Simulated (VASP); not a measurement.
# MgS (P6_3mc) in VASP: further runs, part 3 of 3

VASP 6.6.1.

**5. G0W0 quasiparticle levels, PBE**

The input, POSCAR:

```
MgS
1.0
    4.0346224068      0.0000000000      0.0000000000
   -2.0173112034      3.4940854990      0.0000000000
    0.0000000000      0.0000000000      6.4322941800
S Mg
2 2
Direct
    0.6666666667      0.3333333333      0.8792441500
    0.3333333333      0.6666666667      0.3792441500
    0.3333333333      0.6666666667      0.9957548500
    0.6666666667      0.3333333333      0.4957548500
```

The input, INCAR.step1:

```
ALGO     = Fast           # electronic algorithm
EDIFF    = 1E-8           # SCF threshold, eV
ENCUT    = 450            # plane-wave cutoff, eV
GGA      = PE             # functional
ISMEAR   = 0              # smearing method
LASPH    = True           # aspherical terms in the spheres
LCHARG   = False          # write CHGCAR
LREAL    = False          # projectors in reciprocal space
LWAVE    = True           # write WAVECAR
NELM     = 80             # most SCF steps
PREC     = Accurate       # precision mode
SIGMA    = 0.01           # smearing width, eV
```

The input, INCAR.step2:

```
ALGO     = Exact          # electronic algorithm
EDIFF    = 1E-8           # SCF threshold, eV
ENCUT    = 450            # plane-wave cutoff, eV
GGA      = PE             # functional
ISMEAR   = 0              # smearing method
ISTART   = 1            
LASPH    = True           # aspherical terms in the spheres
LCHARG   = False          # write CHGCAR
LOPTICS  = True           # frequency-dependent dielectric function
LREAL    = False          # projectors in reciprocal space
LWAVE    = True           # write WAVECAR
NBANDS   = 409            # bands
NELM     = 1              # most SCF steps
PREC     = Accurate       # precision mode
SIGMA    = 0.01           # smearing width, eV
```

The input, INCAR.step3:

```
ALGO     = EVGW0          # electronic algorithm
EDIFF    = 1E-8           # SCF threshold, eV
ENCUT    = 450            # plane-wave cutoff, eV
ENCUTGW  = 120            # cutoff of the response function
GGA      = PE             # functional
ISMEAR   = 0              # smearing method
ISTART   = 1            
LASPH    = True           # aspherical terms in the spheres
LCHARG   = False          # write CHGCAR
LREAL    = False          # projectors in reciprocal space
LWAVE    = False          # write WAVECAR
NBANDS   = 409            # bands
NBANDSGW = 16           
NELMGW   = 1            
NOMEGA   = 48             # frequency points
PREC     = Accurate       # precision mode
PRECFOCK = Fast         
SIGMA    = 0.01           # smearing width, eV
```

The input, KPOINTS:

```
k-points
0
Gamma
  4 4 2
```

Potentials or basis: VASP PAW PBE potentials, release 64 (S_GW, Mg_GW).

Started as:

```sh
> cat potpaw_PBE.64/S_GW/POTCAR potpaw_PBE.64/Mg_GW/POTCAR > POTCAR
> cp INCAR.step1 INCAR
> mpirun -np 1 vasp_std > vasp.out
> cp INCAR.step2 INCAR
> mpirun -np 1 vasp_std > vasp.out
> cp INCAR.step3 INCAR
> mpirun -np 1 vasp_std > vasp.out
```

OUTCAR:

```text
EDIFF = 1E-8
   ENCUT = 450
   ENCUTGW = 120
   GGA = PE
   ISMEAR = 0
   ISTART = 1
   LASPH = True
   LREAL = False
   NELMGW = 1
   PREC = Accurate
   PRECFOCK = Fast

 ion  position               nearest neighbor table
   1  0.667  0.333  0.879-   3 2.45   3 2.45   3 2.45   4 2.47
   2  0.333  0.667  0.379-   4 2.45   4 2.45   4 2.45   3 2.47
   3  0.333  0.667  0.996-   1 2.45   1 2.45   1 2.45   2 2.47
   4  0.667  0.333  0.496-   2 2.45   2 2.45   2 2.45   1 2.47

  LATTYP: Found a hexagonal cell.
 ALAT       =     4.0346224068
 C/A-ratio  =     1.5942741430

  Lattice vectors:

 A1 = (   4.0346224068,   0.0000000000,   0.0000000000)
 A2 = (  -2.0173112034,   3.4940854990,   0.0000000000)
 A3 = (   0.0000000000,   0.0000000000,   6.4322941800)

Analysis of symmetry for initial positions (statically):
=====================================================================
 Subroutine PRICEL returns:
 Original cell was already a primitive cell.

 Routine SETGRP: Setting up the symmetry group for a
 hexagonal supercell.

 Subroutine GETGRP returns: Found 12 space group operations
 (whereof  6 operations were pure point group operations)
 out of a pool of 24 trial point group operations.

The static configuration has the point symmetry C_3v.
 The point group associated with its full space group is C_6v.

Analysis of symmetry for dynamics (positions and initial velocities):
=====================================================================
 Subroutine PRICEL returns:
 Original cell was already a primitive cell.

 Routine SETGRP: Setting up the symmetry group for a
 hexagonal supercell.

 Subroutine GETGRP returns: Found 12 space group operations
 (whereof  6 operations were pure point group operations)
 out of a pool of 24 trial point group operations.

The dynamic configuration has the point symmetry C_3v.
 The point group associated with its full space group is C_6v.

 Subroutine INISYM returns: Found 12 space group operations
 (whereof  6 operations are pure point group operations),
 and found     1 'primitive' translations

----------------------------------------------------------------------------------------

                                     Primitive cell

  volume of cell :      90.6781

  direct lattice vectors                    reciprocal lattice vectors
     4.034622407  0.000000000  0.000000000     0.247854669  0.143098960  0.000000000
    -2.017311203  3.494085499  0.000000000     0.000000000  0.286197919  0.000000000
     0.000000000  0.000000000  6.432294180     0.000000000  0.000000000  0.155465526

  length of vectors
     4.034622407  4.034622407  6.432294180     0.286197919  0.286197919  0.155465526

  position of ions in fractional coordinates (direct lattice)
     0.666666667  0.333333333  0.879244150
     0.333333333  0.666666667  0.379244150
     0.333333333  0.666666667  0.995754850
     0.666666667  0.333333333  0.495754850

  ion indices of the primitive-cell ions
   primitive index   ion index
                 1           1
                 2           2
                 3           3
                 4           4

----------------------------------------------------------------------------------------

 KPOINTS: k-points

Automatic generation of k-mesh.
 Grid dimensions read from file:
 generate k-points for:    4    4    2

 Generating k-lattice:

  Cartesian coordinates                     Fractional coordinates (reciprocal lattice)
     0.061963667  0.035774740  0.000000000     0.250000000  0.000000000  0.000000000
     0.000000000  0.071549480  0.000000000     0.000000000  0.250000000  0.000000000
     0.000000000  0.000000000  0.077732763     0.000000000  0.000000000  0.500000000

  Length of vectors
     0.071549480  0.071549480  0.077732763

  Shift w.r.t. Gamma in fractional coordinates (k-lattice)
     0.000000000  0.000000000  0.000000000

 Subroutine IBZKPT returns following result:
 ===========================================

 Found      8 irreducible k-points:

 Following reciprocal coordinates:
            Coordinates               Weight
  0.000000  0.000000  0.000000      1.000000
  0.250000  0.000000  0.000000      6.000000
  0.500000  0.000000  0.000000      3.000000
  0.250000  0.250000  0.000000      6.000000
  0.000000  0.000000  0.500000      1.000000
  0.250000  0.000000  0.500000      6.000000
  0.500000  0.000000  0.500000      3.000000
  0.250000  0.250000  0.500000      6.000000
   k-points           NKPTS =      8   k-points in BZ     NKDIM =     32   number of bands    NBANDS=    409
   number of dos      NEDOS =    301   number of ions     NIONS =      4
   total plane-waves  NPLWV =  37632
   dimension x,y,z NGX =    28 NGY =   28 NGZ =   48
   dimension x,y,z NGXF=    56 NGYF=   56 NGZF=   96
   ions per type =               2   2
   NGX,Y,Z   is equivalent  to a cutoff of  11.54, 11.54, 12.41 a.u.
   NGXF,Y,Z  is equivalent  to a cutoff of  23.07, 23.07, 24.81 a.u.
 SYSTEM =  unknown system
   PREC   = accura    normal or accurate (medium, high low for compatibility)
   ISTART =      1    job   : 0-new  1-cont  2-samecut
   ICHARG =      0    charge: 1-file 2-atom 10-const
   ISPIN  =      1    spin polarized calculation?
   LNONCOLLINEAR =      F non collinear calculations
   LSORBIT =      F    spin-orbit coupling
   LASPH  =      T    aspherical Exc in radial PAW
   ENCUT  =  450.0 eV  33.07 Ry    5.75 a.u.   6.98  6.98 11.13*2*pi/ulx,y,z
   NELM   =     60;   NELMIN=  2; NELMDL=  0     # of ELM steps
   EDIFF  = 0.1E-07   stopping-criterion for ELM
   LREAL  =      F    real-space projection
   EDIFFG = 0.1E-06   stopping-criterion for IOM
   NSW    =      0    number of steps for IOM
   IBRION =     -1    ionic relax: 0-MD 1-quasi-New 2-CG
   NFREE  =      0    steps in history (QN), initial steepest desc. (CG)
   ISIF   =      0    stress and relaxation
   ISYM   =      3    0-nonsym 1-usesym 2-fastsym
   POTIM  = 0.5000    time-step for ionic-motion
   TEBEG  =    0.0;   TEEND  =   0.0 temperature during run
   PSTRESS=    0.0 pullay stress
   NELECT =      16.0000    total number of electrons
   NUPDOWN=      -1.0000    fix difference up-down
   EMIN   =  10.00;   EMAX   =-10.00  energy-range for DOS
   EFERMI =   0.00;   METHOD = LEGACY
   ISMEAR =     0;   SIGMA  =   0.01  broadening in eV -4-tet -1-fermi 0-gaus
   EFERMI_NEDOS =   21; number of points for ismear=-14 and -15
   IALGO  =     38    algorithm
   IMIX   =      4    mixing-type and parameters
     AMIX     =   0.40;   BMIX     =  1.00
     AMIX_MAG =   1.60;   BMIX_MAG =  1.00
  volume/ion in A,a.u.               =      22.67       152.98
  Fermi-wavevector in a.u.,A,eV,Ry     =   0.918221  1.735187 11.471486  0.843130
  Thomas-Fermi vector in A             =   2.043279
   LORBIT       =      0    0 simple, 1 ext, 2 COOP (PROOUT), +10 PAW based schemes
   GGA     = PE    functional components
   LHFCALC =     T    Hartree Fock is set to
   PRECFOCK=fast      Normal, Fast or Accurate (Low or Medium for compatibility)
   ENCUT4O =  -1.0   cutoff for four orbital integrals eV
   NKREDX  =     1    reduce k-point grid by
   NKREDY  =     1    reduce k-point grid by
   NKREDZ  =     1    reduce k-point grid by
   AEXX    =    1.0000 exact exchange contribution
   HFSCREEN=    0.0000 screening length (either q_TF or 0.3 A-1)
   HFSCREENC=   0.0000 screening length for correlation (either q_TF or 0.3 A-1)
   ENCUTFOCK=  -1.0 apply spherical cutoff to Coloumb kernel
   IVDW    =     0    specifies the selected vdW correction
   LEPSILON=     F    determine dielectric tensor
   LRPA    =     F    only Hartree local field effects (RPA)
   LRPAFORCE           =     F    calculate RPA forces
   ENCUTGW             = 120.0    cutoff for response function in eV
   ENCUTGWSOFT         =  96.0    soft cutoff for Coulomb kernel in GW response function in eV
   ENCUTLF             =  -1.0    cutoff for local field effects
   NELMGW              =     1    number of iterations in solving QP/BSE equation
   NELMHF              =     1    number of iterations in the inner HF iteration
   NKREDLFX            =     1    NKREDLFY  =   1   NKREDLFZ  =   1
 non-spin polarized calculation
 Gauss-broadening in eV      SIGMA  =   0.01
  energy-cutoff  :      450.00
  volume of cell :       90.68
 maximum number of plane-waves:      1980
 NGX is ok and might be reduce to    28
  NGX = 16; NGY = 16; NGZ = 28
   NGX = 13   NGY = 13   NGZ = 23
 maximum number of plane-waves:       287

 QP shifts <psi_nk| G(iteration)W_0 |psi_nk>: iteration 1
 for sc-GW calculations column KS-energies equals QP-energies in previous step
 and V_xc(KS)=  KS-energies - (<T + V_ion + V_H > + <T+V_H+V_ion>^1  + <V_x>^1)

 k-point   1 :       0.0000    0.0000    0.0000
  band No.  KS-energies  QP-energies   sigma(KS)   V_xc(KS)     V^pw_x(r,r')   Z            occupation Imag(sigma)

      1     -10.1994     -11.0749     -14.1020     -12.8405     -20.9057       0.6940       2.0000       1.3580
      2      -9.4698     -10.2108     -14.6076     -13.5084     -21.2783       0.6742       2.0000       1.1418
      3      -2.0060      -3.4004     -12.3429     -10.4339     -14.8787       0.7304       2.0000       0.1219
      4       0.6334      -0.5900     -14.2216     -12.6099     -16.0480       0.7590       2.0000       0.0728
      5       0.6334      -0.5900     -14.2216     -12.6099     -16.0480       0.7590       2.0000       0.0728
      6       1.0523      -0.1209     -14.4662     -12.9277     -16.1762       0.7626       2.0000       0.0695
[... 8 lines left out ...]
     15       9.6678      10.4818      -7.9095      -8.9540      -3.8080       0.7793       0.0000      -0.0934
     16      10.3468      10.8382      -8.5921      -9.2506      -4.1107       0.7462       0.0000      -0.1361
[... 124 lines left out ...]
      1      -9.4123     -10.1636     -14.6667     -13.5664     -21.3140       0.6828       2.0000       1.1339
      2      -9.4123     -10.1636     -14.6667     -13.5664     -21.3140       0.6828       2.0000       1.1339
      3      -1.6141      -2.9704     -12.6312     -10.7908     -15.0192       0.7370       2.0000       0.1087
      4      -1.6141      -2.9704     -12.6312     -10.7908     -15.0192       0.7370       2.0000       0.1087
      5      -0.3850      -1.7027     -13.2205     -11.4704     -15.2310       0.7529       2.0000       0.0820
      6      -0.3850      -1.7027     -13.2205     -11.4704     -15.2310       0.7529       2.0000       0.0820
[... 8 lines left out ...]
     15       9.9641      10.6391      -7.6139      -8.4809      -3.4956       0.7786       0.0000      -0.1003
     16       9.9641      10.6391      -7.6139      -8.4809      -3.4956       0.7786       0.0000      -0.1003
```

Run time: 6.2 min. Hardware: 1 thread of Intel Xeon 6975P-C (Granite Rapids), shared host; peak memory 1 GiB.

What came out:

```yaml
Band_gap_on_the_k_mesh_mean-field_level: 3.43 eV, direct
Quasiparticle_gap: 5.06 eV
Least_direct_quasiparticle_gap: 5.06 eV
```

Caveat: the k mesh is coarse (spacing up to 0.49 Å⁻¹), so the values aren't converged; bands, screening cutoff and mesh are small and nothing is extrapolated, so the quasiparticle values aren't converged.

**6. For comparison**

An earlier run on the cell as given: functional PBE; potentials or basis VASP PAW PBE potentials, release 64 (S, Mg); cutoff 520 eV; k mesh 8 × 8 × 4; occupations fermi-dirac, width 0.05 eV; no spin polarisation.

- Pressure: 0.9 GPa
- Largest force: 0.048 eV/Å
- Band gap on the k mesh: 3.43 eV, direct
